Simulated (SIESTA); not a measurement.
The system is CdTe.

```xyz
2
Lattice="0.0000 3.2050 3.2050 3.2050 0.0000 3.2050 3.2050 3.2050 0.0000" Properties=species:S:1:pos:R:3 pbc="T T T"
Te    4.8075    4.8075    4.8075
Cd    0.0000    0.0000    0.0000
```

Base run:

```yaml
Program: SIESTA 5.4.2
Functional: PBE
Potentials_or_basis: SG15 1.2 (PBE files) or PseudoDojo by element
Basis: DZP (energy shift 0.003 Ry; two zetas on semicore shells)
Grid_cutoff: 800 Ry
Energy_shift: 0.003 Ry
k_mesh: 7 × 7 × 7
Occupations: fermi-dirac, width 0.05 eV
Spin: no spin polarisation
```

Its results: band gap on the k mesh 1.81 eV, direct; pressure 4.8 GPa.

Problem. The run is repeated on the same cell with these changes: potentials or basis from SG15 1.2 (PBE files) or PseudoDojo by element to PseudoDojo 0.4 standard (PBE files). What comes out?

Solution. Band gap on the k mesh 1.16 eV, direct; pressure 4.0 GPa.

Caveats: spin-orbit coupling is left out, which moves the levels of the heavy elements; the basis of atomic orbitals isn't converged, which shifts pressures, moduli and gaps; an odd mesh through Γ misses points on the zone boundary, where band edges often lie (some runs).
